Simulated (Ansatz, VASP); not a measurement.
# KBr in VASP and in Ansatz

```
K Br
1.0
     0.00000    3.02910    3.16080
     3.02910    0.00000    3.16080
     3.02910    3.02910    0.00000
K Br
1 1
Direct
  0.00000 0.00000 0.00000
  0.50000 0.50000 0.50000
```

Change from the starting cell: strain -0.080 along x and y, -0.040 along z, atoms carried along.

Alike in both runs: task single point; functional r2SCAN; k mesh 6 × 6 × 6; occupations gaussian, width 0.05 eV; no spin polarisation.

|  | VASP | Ansatz |
| --- | --- | --- |
| version | VASP 6.6.1 | Ansatz 0.2.0 |
| potentials or method | VASP PAW PBE potentials, release 64 (K_sv, Br) | scalar-relativistic, plane waves, PAW |
| plane-wave cutoff (eV) | 520 | 500 |
| valence electrons in the cell | 16 | 16 |

```csv
,VASP,Ansatz,Ansatz less VASP
gap on the k mesh at the Fermi level (eV),5.74,5.74,-0.003
least direct gap on the mesh (eV),5.74,5.74,-0.003
pressure (GPa),6.2,6.1,-0.05
largest component of the traceless stress (GPa),2.53,2.50,-0.031
```

Caveats: the PAW data sets were made with another functional, which shifts forces and pressure a little (VASP). A k mesh can miss the band edges.
